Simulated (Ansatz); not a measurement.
## Relaxation of SiO$_{2}$

Theory: Ansatz 0.2.0, DFT LDA, scalar-relativistic, plane waves, PAW. Settings: 420 eV cutoff, 6×6×4 k-mesh, Gaussian smearing of 0.02 eV, no spin polarisation.

What was changed: biaxial strain in the a-b plane, c and atoms relaxed: +3.0 %.

Command:

```bash
ansatz run input.yaml --threads 1 --pin off --max-ram 2560MiB --backend cpu --events-out ev --progress --plain --runs-dir out
```

Input:

```yaml
crystal:
  lattice:
    - [5.0767533574, 0.0, 0.0]
    - [0.0, 5.0767533574, 0.0]
    - [0.0, 0.0, 7.157607569]
  atoms:
    - { symbol: Si, position: [0.0, 0.0, 0.0] }
    - { symbol: Si, position: [0.0, 0.5, 0.25] }
    - { symbol: Si, position: [0.5, 0.5, 0.5] }
    - { symbol: Si, position: [0.5, 0.0, 0.75] }
    - { symbol: O, position: [0.0888544868, 0.25, 0.125] }
    - { symbol: O, position: [0.25, 0.5888544868, 0.375] }
    - { symbol: O, position: [0.75, 0.4111455132, 0.375] }
    - { symbol: O, position: [0.9111455132, 0.75, 0.125] }
    - { symbol: O, position: [0.5888544868, 0.75, 0.625] }
    - { symbol: O, position: [0.75, 0.0888544868, 0.875] }
    - { symbol: O, position: [0.25, 0.9111455132, 0.875] }
    - { symbol: O, position: [0.4111455132, 0.25, 0.625] }
basis:
  ecutwfc: 420
kpoints:
  mp_grid: { grid: [6, 6, 4] }
hamiltonian:
  xc: lda
scf:
  occupations: { method: gaussian, width: 0.02 }
output:
  forces: true
  stress: true
  eigenvalues: true
relax:
  adjacent_minimum: "off"
  f_tol: 0.008
  max_steps: 40
  cell: { stress_tol: 0.015, fix: [a, b, gamma] }
```

F is the free energy. Steps run on the plane waves of an earlier cell, but the last one, and at times one on the way, on a freshly chosen basis, so a repeated geometry can differ a little in energy. The held parts of the cell keep their stress, so P needn't end at zero.

Steps:

```csv
step,F − F(1) (eV),largest force component (eV/Å),V (Å³/atom),P (GPa)
1,0.0000,0.196,15.373,-3.11
2,-0.0125,0.148,15.329,-2.38
3,-0.0260,0.051,15.270,-0.94
4,-0.0284,0.033,15.313,-0.78
5,-0.0277,0.005,15.462,-0.75
6,-0.0265,0.001,15.488,-0.74
7,-0.0327,0.001,15.488,-0.69
8,-0.0318,0.000,15.506,-0.72
9,-0.0330,0.000,15.506,-0.72
10,-0.0328,0.000,15.510,-0.72
11,-0.0331,0.000,15.510,-0.72
```

Relaxed structure:

```
CELL_PARAMETERS angstrom
5.07675 0.00000 0.00000
0.00000 5.07675 0.00000
0.00000 0.00000 7.22147
ATOMIC_POSITIONS crystal
Si 0.00000 0.00000 0.00000
Si 0.00000 0.50000 0.25000
Si 0.50000 0.50000 0.50000
Si 0.50000 0.00000 0.75000
O 0.07776 0.25000 0.12500
O 0.25000 0.57776 0.37500
O 0.75000 0.42224 0.37500
O 0.92224 0.75000 0.12500
O 0.57776 0.75000 0.62500
O 0.75000 0.07776 0.87500
O 0.25000 0.92224 0.87500
O 0.42224 0.25000 0.62500
```

The structure is tetragonal, space group I-42d (No. 122). Conventional cell: a = 5.077 Å, b = 5.077 Å, c = 7.221 Å, α = 90.00°, β = 90.00°, γ = 90.00°. Si (site symmetry -4) has 4 O at 1.61 Å as nearest neighbours. O (site symmetry 2) is surrounded by 2 Si at 1.61 Å.

The run converged. The run took 4.6 min on 1 thread of Intel(R) Xeon(R) Platinum 8375C CPU @ 2.90GHz (Ice Lake), on a shared host, peak memory 0.52 GiB.